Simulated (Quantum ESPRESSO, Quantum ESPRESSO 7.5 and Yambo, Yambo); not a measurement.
# AgBr (Bromargyrite): G0W0 on several meshes in Yambo

How does the mesh move the gap of AgBr (Bromargyrite)?

Main program and level: Quantum ESPRESSO 7.5 and Yambo 5.3.0; PBE and many-body steps on it, plane waves.

### 1. The structure

It takes space group Fm-3m (No. 225, cubic). The conventional cell has a = 5.775 Å, b = 5.775 Å, c = 5.775 Å, α = 90.00°, β = 90.00°, γ = 90.00°. Nearest to Ag lie 6 Br at 2.89 Å. Nearest to Br lie 6 Ag at 2.89 Å. Farther neighbours and most contacts between anions are not listed.

The cell and positions come from the Crystallography Open Database and are kept as given unless a step says otherwise.

### 2. Empty states on the mesh, 4×4×4 mesh, 585 bands

This step: Quantum ESPRESSO 7.5; DFT, PBE, plane waves, norm-conserving pseudopotentials.

The sums over transitions need many empty states on a uniform mesh; this step solves for them.

Contents of pw.in:

```
&control
  calculation = 'nscf'
  prefix = 'x'
  outdir = 'o'
  pseudo_dir = 'pseudo'
/
&system
  ibrav = 0
  nat = 2
  ntyp = 2
  ecutwfc = 76.0
  nbnd = 585
  force_symmorphic = .true.
/
&electrons
  conv_thr = 1e-9
  electron_maxstep = 80
  diago_full_acc = .true.
  diago_thr_init = 5e-6
/
ATOMIC_SPECIES
  Ag 107.87 Ag.upf
  Br 79.904 Br.upf
CELL_PARAMETERS angstrom
  0.0000000000 2.8872500000 2.8872500000
  2.8872500000 -0.0000000000 2.8872500000
  2.8872500000 2.8872500000 0.0000000000
ATOMIC_POSITIONS crystal
  Ag 0.0000000000 0.0000000000 0.0000000000
  Br 0.5000000000 0.5000000000 0.5000000000
K_POINTS automatic
  4 4 4 0 0 0
```

Run with:

```
OMP_NUM_THREADS=1 mpirun -n 4 pw.x -nk 4 -in pw.in > pw.out
```

What it wrote:

```text
Program PWSCF v.7.5 starts

     This program is part of the open-source Quantum ESPRESSO suite
     for quantum simulation of materials; please cite
         "P. Giannozzi et al., J. Phys.:Condens. Matter 21 395502 (2009);
         "P. Giannozzi et al., J. Phys.:Condens. Matter 29 465901 (2017);
         "P. Giannozzi et al., J. Chem. Phys. 152 154105 (2020);
     in publications or presentations arising from this work. More details at

     Atomic positions and unit cell read from directory:
     o/x.save/

     Message from routine setup:
[...]
299.3454

          k =-0.3536-0.3536 0.3536 (  3648 PWs)   bands (ev):

[...]
66.0470  66.8333  67.2346  67.8987  68.3265  68.3265  70.0729  70.0729
     [... 62 further rows ...]
   296.5369 296.5369 296.6180 297.0219 297.0219 297.5971 297.9677 297.9677
   297.9772

          k = 0.3536 0.0000 0.0000 (  3615 PWs)   bands (ev):

     [... further k-points ...]

     highest occupied, lowest unoccupied level (ev):     9.3930   10.0695

     XML data file, pseudopotentials, collected wavefunctions

=------------------------------------------------------------------------------=
   JOB DONE.
=------------------------------------------------------------------------------=
```

Elapsed: 76 s, on 4 MPI ranks of Intel Xeon 6975P-C (Granite Rapids), shared host; peak memory 1.1 GiB; 4.4 min of CPU time.

Numbers from this step:

```yaml
gap: 0.6765 eV
k_of_the_valence_top: 0, 0, -0.5
k_of_the_conduction_bottom: 0, 0, 0
least_direct_gap: 2.544 eV
k_points_computed: 8
lowest_point_of_the_top_converged_band_above_the_valence_top: 288.5842 eV
```

On this mesh the gap is 0.676 eV.

The density comes from a self-consistent run that is not shown.

### 3. Conversion and set-up

This step: Yambo 5.3.0; conversion and set-up on PBE, plane waves, norm-conserving pseudopotentials.

The states are converted to the many-body program's format and the q mesh is built.

Run with:

```
(cd o/x.save; p2y > p2y.log; mv SAVE ../..); yambo > setup.log
```

What it wrote:

```text
 Yambo, version 5.3.0

 [02] CORE Variables Setup
 =========================

  [02.01] Unit cells
  ==================

  Cell kind             :  FCC
  Atoms in the cell     :  Ag  Br
  number of Ag atoms    :  1
  number of Br atoms    :  1

  List of atomic masses
  Mass of Ag    :  107.8700
  Mass of Br    :  79.90400

  List of atomic coordinates    : [cc]
  Ag1       :  0.000000  0.000000  0.000000  order 1
  Br1       :  5.456112  5.456112  5.456112  order 2

  Alat factors          :  5.456112  5.456112  5.456112 [a.u.]
  Direct lattice volume :  324.8477 [a.u.]
[...]
==========================================

 IBZ Q-points                                      :   8
 BZ  Q-points                                      :   64

 K/Q-points units:
 rlu = crystal or reduced units; cc = cartesian coordinates; iku = interal k-units

 Q [1]          [rlu]:  0.000000  0.000000  0.000000
 Q [2]          [rlu]:  0.87369E-17  0.87369E-17  0.25000
 Q [3]          [rlu]: -0.17474E-16 -0.17474E-16 -0.50000
[...]
Q [7]          [rlu]:  0.55646E-16 -0.50000     -0.50000
 Q [8]          [rlu]:  0.250000 -0.500000 -0.250000

  [03.01] X indexes
  =================

   [03.01.01] Sigma indexes
   ========================

 [06] Game Over & Game summary
```

Run time: 3.4 s. Hardware: 1 MPI rank; peak memory 0.25 GiB.

### 4. 4×4×4

Now the one-shot GW correction: screening in the RPA, then the self-energy of the levels asked for.

This step: G0W0 on PBE, plane waves, norm-conserving pseudopotentials.

Contents of gw2.in:

```
HF_and_locXC
gw0
dyson
ppa
em1d
rim_cut
RandQpts= 1000000
RandGvec= 1 RL
EXXRLvcs= 76 Ry
VXCRLvcs= 304 Ry
Chimod= "HARTREE"
% BndsRnXp
 1 | 249 |
%
NGsBlkXp= 17 Ry
% LongDrXp
 1 | 1 | 1 |
%
% GbndRnge
 1 | 249 |
%
DysSolver= "n"
ExtendOut
PPAPntXp= 27.21138 eV
% QPkrange
 3 | 3 | 17 | 20 |
 1 | 1 | 17 | 20 |
%
```

Run with:

```
OMP_NUM_THREADS=1 mpirun -n 4 yambo -F gw2.in -J gw2 -C gw2 > gw2.log
```

What it wrote:

```text
 Yambo, version 5.3.0

 [02] CORE Variables Setup
 =========================

  [... cell, symmetries and grids as in the set-up ...]

  [02.05] Energies & Occupations
  ==============================

  [X] === General ===
  [X] Electronic Temperature                        :  0.000000  0.000000 [eV K]
  [X] Bosonic    Temperature                        :  0.000000  0.000000 [eV K]
  [X] Finite Temperature mode                       : no
  [X] El. density                                   :  0.74786E+24 [cm-3]
  [X] Fermi Level                                   :  9.392987 [eV]

  [X] === Gaps and Widths ===
  [X] Conduction Band Min                           :  0.676466 [eV]
  [X] Valence Band Max                              :  0.000000 [eV]
  [X] Filled Bands                                  :  18
  [X] Empty Bands                                   :    19   585
  [X] Direct Gap                                    :  2.544364 [eV]
  [X] Direct Gap localized at k                     :  1
  [X] Indirect Gap                                  :  0.676466 [eV]
  [X] Indirect Gap between kpts                     :  3  1
  [X] Last valence band width                       :  2.238986 [eV]
  [X] 1st conduction band width                     :  4.251732 [eV]

 [03] Transferred momenta grid and indexing
 ==========================================

 IBZ Q-points                                      :   8
 BZ  Q-points                                      :   64

 K/Q-points units:
 rlu = crystal or reduced units; cc = cartesian coordinates; iku = interal k-units

 Q [1]          [rlu]:  0.000000  0.000000  0.000000
 Q [2]          [rlu]:  0.87369E-17  0.87369E-17  0.25000
 Q [3]          [rlu]: -0.17474E-16 -0.17474E-16 -0.50000
 Q [4]          [rlu]: -0.27823E-16  0.25000      0.25000
 Q [5]          [rlu]: -0.58773E-17  0.25000      0.50000
 Q [6]          [rlu]: -0.17474E-16  0.25000     -0.25000
 Q [7]          [rlu]:  0.55646E-16 -0.50000     -0.50000
 Q [8]          [rlu]:  0.250000 -0.500000 -0.250000

 [04] Coloumb potential Random Integration (RIM)
 ===============================================

  [04.01] RIM initialization
  ==========================

  * Diagonal components only detected *

  8 x (sBL volume)        :  0.095449 [a.u.]
  sBZ random points       :  1000000
  Points outside the sBZ  :   7987327
  RL volume               :  0.763589 [a.u.]
  Integrated volume       :  0.764801 [a.u.]

  [04.02] RIM integrals
  =====================

  Gamma point sphere radius             :  0.082897 [a.u.]
  Points outside the sphere             :   799513
  [Int_sBZ(q=0) 1/q^2]*(Vol_sBZ)^(-1/3) =:  7.764325
                                 should be <:  7.795600

  Summary of Coulomb integrals for non-metallic bands |Q|[au] RIM/Bare

  Q [1] 0.100000E-4 0.995988 * Q [2] 0.249326 1.066027
  Q [4] 0.287897 1.065367 * Q [6] 0.407147 1.027704
  Q [5] 0.477423 1.020621 * Q [3] 0.498652 1.018189
  Q [7] 0.575793 1.014680 * Q [8] 0.643756 1.011664

 [05] Dipoles
 ============

  [05.01] Setup: observables and procedures
  =========================================

 [06] Dynamic Dielectric Matrix (PPA)
 ====================================

 [WR./gw2//ndb.pp]---------------------------------------------------------------
  Brillouin Zone Q/K grids (IBZ/BZ)                :    8   64    8   64
  RL vectors                                       :   4477 [WF]
  Coulomb cutoff potential                         : none
  Electronic Temperature                           :  0.000000 [K]
  Bosonic    Temperature                           :  0.000000 [K]
  PPA    diel. fun.  energies                      : Perdew, Burke & Ernzerhof(X)+Perdew, Burke & Ernzerhof(C)
  wavefunctions                                    : Perdew, Burke & Ernzerhof(X)+Perdew, Burke & Ernzerhof(C)
  Global Gauge                                     : length
  X matrix size                                    :   411
  X band range                                     :    1  249
  X e/h energy range                               : -1.000000 -1.000000 [eV]
  X Time ordering                                  : R
  X Hxc Kernel                                     : HARTREE
  X Drude frequency                                :  0.000000  0.000000
  X poles                                          :  100.0000 [o/o]
  RL vectors in the sum                            :   4477
  [r,Vnl] included                                 : yes
  Field direction                                  :  0.577350E-5  0.577350E-5  0.577350E-5
  BZ energy Double Grid                            : no
  BZ energy DbGd points                            : 0
  BZ Q point size factor                           : -1.000000
  X Optical Averaged directions                    : none

 [07] Local Exchange-Correlation + Non-Local Fock
 ================================================

 [VXC] Plane waves :  29123
 [EXS] Plane waves :   3719

 QP @ state[ 1 ] K range:  1  1
 QP @ state[ 1 ] b range:  17  20
 QP @ state[ 2 ] K range:  3  3
 QP @ state[ 2 ] b range:  17  20

 [xc] Functional : Perdew, Burke & Ernzerhof(X)+Perdew, Burke & Ernzerhof(C)
 [xc] LIBXC used to calculate xc functional
  PP Number of Atomic Species                      :  2
  NLCC RL compoments                               :  29123
  PP Number of Atomic Species                      :  2
  NLCC RL compoments                               :  29123

 [xc] E_xc :  -26.50061 [Ha]
      E_xc :  -53.00121 [Ry]

  Local XC kind (lXC) : Perdew, Burke & Ernzerhof(X)+Perdew, Burke & Ernzerhof(C)
  Non-Local XC kind (nlXC) : Hartree-Fock

  Corrections @ K [1] :  [eV]
 <17|nlXC|17> = -19.81457 -0.33566E-17 <17|lXC|17> = -14.89958  0.000000
 <18|nlXC|18> = -19.81461  0.28043E-18 <18|lXC|18> = -14.89958  0.000000
 <19|nlXC|19> = -7.855291  0.17582E-17 <19|lXC|19> = -11.58100  0.000000
 <20|nlXC|20> = -6.470592  0.19237E-17 <20|lXC|20> = -11.58770  0.000000

  Corrections @ K [3] :  [eV]
 <17|nlXC|17> = -26.08885 -0.96392E-17 <17|lXC|17> = -20.90963  0.37763E-15
 <18|nlXC|18> = -26.08887 -0.30880E-17 <18|lXC|18> = -20.90963  0.000000
 <19|nlXC|19> = -5.381687 -0.87890E-18 <19|lXC|19> = -9.309768  0.18882E-15
 <20|nlXC|20> = -9.470414 -0.14922E-17 <20|lXC|20> = -14.51292  0.000000

 [08] Dyson equation: Newton solver
 ==================================

  [08.01] G0W0 (W PPA)
  ====================

  [  GW  ] Bands range     :    1  249
  [GW/PPA] G damping       :  0.100000 [eV]

  QP @ state[ 1 ] K range:  1  1
  QP @ state[ 1 ] b range:  17  20
  QP @ state[ 2 ] K range:  3  3
  QP @ state[ 2 ] b range:  17  20

   Sc/G bands                                       :    1  249
   Sc/G damping                                     :  0.100000 ev
   Sc bands terminator                              : no
   Sx RL components                                 :   3719

   QP @ state[ 1 ] K range                          :  1  1
   QP @ state[ 1 ] b range                          :  17  20
   QP @ state[ 2 ] K range                          :  3  3
   QP @ state[ 2 ] b range                          :  17  20
   GF energies kind                                 : Perdew, Burke & Ernzerhof(X)+Perdew, Burke & Ernzerhof(C)
   GF WF`s kind                                     : Perdew, Burke & Ernzerhof(X)+Perdew, Burke & Ernzerhof(C)
   Xs energies kind                                 : Perdew, Burke & Ernzerhof(X)+Perdew, Burke & Ernzerhof(C)
   Xs WF`s kind                                     : Perdew, Burke & Ernzerhof(X)+Perdew, Burke & Ernzerhof(C)

 [11] Game Over & Game summary
```

Run time: 7.3 min. Hardware: 4 MPI ranks; peak memory 2 GiB; 25 min of CPU time.

This step gave:

```
G0W0 gap on the points computed              : 2.105 eV
starting gap on the mesh                     : 0.6765 eV
k of the valence top                         : 0, 0, -0.5
k of the conduction bottom                   : 0, 0, 0
least direct G0W0 gap on the computed points : 4.469 eV
Z at the valence top                         : 0.8009
Z at the conduction bottom                   : 0.8276
```

The gap on the mesh goes from 0.68 eV to 2.10 eV, a correction of +1.43 eV.

### 5. Empty states on the mesh, 2×2×2 mesh, 249 bands

This step: Quantum ESPRESSO 7.5; DFT, PBE, plane waves, norm-conserving pseudopotentials.

Edit pw.in of step 2 so:

```diff
@@ -11,3 +11,3 @@
   ecutwfc = 76.0
-  nbnd = 585
+  nbnd = 249
   force_symmorphic = .true.
@@ -31,2 +31,2 @@
 K_POINTS automatic
-  4 4 4 0 0 0
+  2 2 2 0 0 0
```

Run with:

```
OMP_NUM_THREADS=1 mpirun -n 4 pw.x -nk 4 -in pw.in > pw.out
```

What it wrote:

```text
[banner, memory and clock lines left out]
Program PWSCF v.7.5 starts

     Atomic positions and unit cell read from directory:
     o/x.save/

     Message from routine setup:
     using ibrav=0 with symmetry is DISCOURAGED, use correct ibrav instead

     Message from routine divide_et_impera:
     suboptimal parallelization: some nodes have no k-points

     G-vector sticks info

     bravais-lattice index     =            0
     lattice parameter (alat)  =       7.7161  a.u.
     unit-cell volume          =     324.8477 (a.u.)^3
     number of atoms/cell      =            2
[...]
[... 20 further rows ...]
[...]
162.1818

          k =-0.3536-0.3536 0.3536 (  3648 PWs)   bands (ev):

[...]
[... 20 further rows ...]
[...]
164.2078

          k =-0.7071 0.0000 0.0000 (  3612 PWs)   bands (ev):

[...]
67.0236  67.7612  67.8436  68.6143  68.6143  69.2028  71.4667  71.8229
     [... 20 further rows ...]
   165.3305 165.8468 165.8468 167.3885 167.6524 167.6524 167.6817 167.8263
   167.8263

     highest occupied, lowest unoccupied level (ev):     9.3930   10.0695

     XML data file, pseudopotentials, collected wavefunctions
```

Wall time 9.4 s (4 MPI ranks); peak memory 0.47 GiB.

This step gave:

* gap: 0.6765 eV
* k of the valence top: 0, 0, -0.5
* k of the conduction bottom: 0, 0, 0
* least direct gap: 2.544 eV
* k points computed: 3
* lowest point of the top converged band, above the valence top: 152.7888 eV

On this mesh the gap is 0.676 eV.

[end of part 1 of 2]

[Paths, hosts, dates, memory and timing lines, banners, echoed tables and standing remarks are left out of the program output.]

[Logs are printed without paths, hosts, clocks, repeated set-up lines and the standing remarks that a program may print on its own settings, such as how far it seeks lower states.]

[Runs of the session that timed out or met a known fault of the program may be left out.]

[Hosts, paths, dates, database ids (printed as entryN), source tags and the programs' standing remarks are cut or masked in the printed files.]
